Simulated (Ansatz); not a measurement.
Rh, 1 atom in the cell. The typed cell holds 1 atom: a = 2.631 Å, b = 2.727 Å, c = 2.682 Å, α = 58.09°, β = 61.67°, γ = 61.18°.  The cell isn't the ideal one: cell strained at random at fixed volume.

| Property | Result |
| --- | --- |
| Program | Ansatz 0.2.0 |
| Task | band structure |
| Functional | PBE |
| Dispersion | D3(BJ)+ATM |
| Potentials or basis | Ansatz PAW |
| Cutoff | 420 eV |
| Density cutoff | 1680 eV |
| k mesh | 9 × 9 × 9 |
| Occupations | fermi-dirac, width 0.01 eV |
| Spin | no spin polarisation |
| Hubbard terms | Rh d U = 6.2 eV |
| Driver | chain |
| Path | [["X", "G", "Y"], ["L", "G", "Z"], ["N", "G", "M"], ["R", "G"]] |
| Points for each segment of the path | 14 |
| Hubbard projectors | ortho-atomic (the default) |
| Double counting | fll (the default) |

Potentials or basis: Ansatz PAW.

Launch:

```console
$ python run.py
```

Hardware: 2 threads of Arm Neoverse V2 (shared host).

Problem. How long does it take, and how much memory?

Solution. Wall time 5.4 s on 2 threads of Arm Neoverse V2 (shared host), peak memory 0.47 GiB. Counts: scf iterations 11, plane waves 267, k points 365, bands 15, engine runs 1.
